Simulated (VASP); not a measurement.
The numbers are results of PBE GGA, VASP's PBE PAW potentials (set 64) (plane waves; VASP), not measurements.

VASP input:

**POSCAR**
```
CsPbI3
1.0
  6.3538012517   0.0000000000   0.0000000000
  0.0000000000   6.3538012517   0.0000000000
  0.0000000000   0.0000000000   6.3538012517
Cs Pb I
1 1 3
Cartesian
  0.0000000000   0.0000000000   0.0000000000
  3.1769006259   3.1769006259   3.1769006259
  3.1769006259   0.0000000000   3.1769006259
  0.0000000000   3.1769006259   3.1769006259
  3.1769006259   3.1769006259   0.0000000000
```

**KPOINTS**
```
k-points along high-symmetry lines
15
Line-mode
Reciprocal
  0.000000   0.000000   0.000000 ! GAMMA
  0.000000   0.500000   0.000000 ! X

  0.000000   0.500000   0.000000 ! X
  0.500000   0.500000   0.000000 ! M

  0.500000   0.500000   0.000000 ! M
  0.000000   0.000000   0.000000 ! GAMMA

  0.000000   0.000000   0.000000 ! GAMMA
  0.500000   0.500000   0.500000 ! R

  0.500000   0.500000   0.500000 ! R
  0.000000   0.500000   0.000000 ! X

  0.500000   0.500000   0.500000 ! R
  0.500000   0.500000   0.000000 ! M
```

INCAR:
```
ALGO=Normal
EDIFF=1E-7
ENCUT=400
GGA=PE
ICHARG=11
ISMEAR=0
LASPH=T
LCHARG=F
LMAXMIX=4
LORBIT=11
LREAL=F
LWAVE=F
NELM=100
PREC=Accurate
SIGMA=0.05
SYSTEM=CsPbI3
```

POTCAR, in this order: Cs_sv Pb_d I (PBE.64 set). Program: vasp_std. Read from the step before: CHGCAR.

Output

File OSZICAR:
```
       N       E                     dE             d eps       ncg     rms          rms(c)
DAV:   1     0.337431733877E+03    0.33743E+03   -0.15569E+04  4688   0.117E+03
DAV:   2     0.235206591587E+02   -0.31391E+03   -0.30913E+03  6010   0.285E+02
DAV:   3    -0.120255190843E+02   -0.35546E+02   -0.35151E+02  5558   0.109E+02
DAV:   4    -0.134255059550E+02   -0.14000E+01   -0.13984E+01  6424   0.295E+01
DAV:   5    -0.134699547780E+02   -0.44449E-01   -0.44440E-01  6118   0.379E+00
DAV:   6    -0.134719865633E+02   -0.20318E-02   -0.20317E-02  6972   0.771E-01
DAV:   7    -0.134720100786E+02   -0.23515E-04   -0.23515E-04  6038   0.717E-02
DAV:   8    -0.134720105427E+02   -0.46406E-06   -0.46399E-06  6942   0.124E-02
DAV:   9    -0.134720105476E+02   -0.49408E-08   -0.49569E-08  4374   0.113E-03
   1 F= -.13472011E+02 E0= -.13472011E+02  d E =-.173356E-18
```

File OUTCAR:
```
 val. band max:        1.4889104902   @ k =   0.5000   0.5000   0.5000

 cond. band min:       2.9084933448   @ k =   0.5000   0.5000   0.5000



 k-point     1 :       0.0000    0.0000    0.0000
  band No.  band energies     occupation
      1     -19.9512      2.00000
      2     -15.2257      2.00000
      3     -15.2257      2.00000
      4     -15.1696      2.00000
      5     -15.1696      2.00000
      6     -15.1696      2.00000
      7     -10.7156      2.00000
      8      -9.9603      2.00000
      9      -9.9603      2.00000
     10      -6.7310      2.00000
     11      -6.7310      2.00000
     12      -6.7310      2.00000
     13      -5.4057      2.00000
     14      -2.0049      2.00000
     15      -2.0049      2.00000
     16      -2.0049      2.00000
     17       0.1882      2.00000
     18       0.1882      2.00000
     19       0.1882      2.00000
     20       0.3096      2.00000
     21       0.3096      2.00000
     22       0.3096      2.00000
     23       4.5667      0.00000
     24       5.6267      0.00000
     25       5.6267      0.00000
     26       6.0525      0.00000

 k-point     2 :       0.0000    0.0357    0.0000
  band No.  band energies     occupation
      1     -19.9512      2.00000
      2     -15.2257      2.00000
      3     -15.2256      2.00000
      4     -15.1696      2.00000
      5     -15.1696      2.00000
      6     -15.1696      2.00000
      7     -10.7138      2.00000
      8      -9.9624      2.00000
      9      -9.9603      2.00000
     10      -6.7310      2.00000
     11      -6.7310      2.00000
     12      -6.7309      2.00000
     13      -5.4147      2.00000
     14      -2.0037      2.00000
     15      -2.0037      2.00000
     16      -1.9845      2.00000
     17       0.1864      2.00000
     18       0.1864      2.00000
     19       0.1864      2.00000
     20       0.3073      2.00000
     21       0.3077      2.00000
     22       0.3077      2.00000
     23       4.5790      0.00000
...
```

The density is held fixed in this step, so its total energy and stress have no physical meaning. Unless said otherwise, spin-orbit coupling is left out, though it shifts the bands of the heavy elements here.

The compound is CsPbI3 in the cubic perovskite structure, the ideal cubic form; the compound distorts at low or room temperature. It was relaxed first.
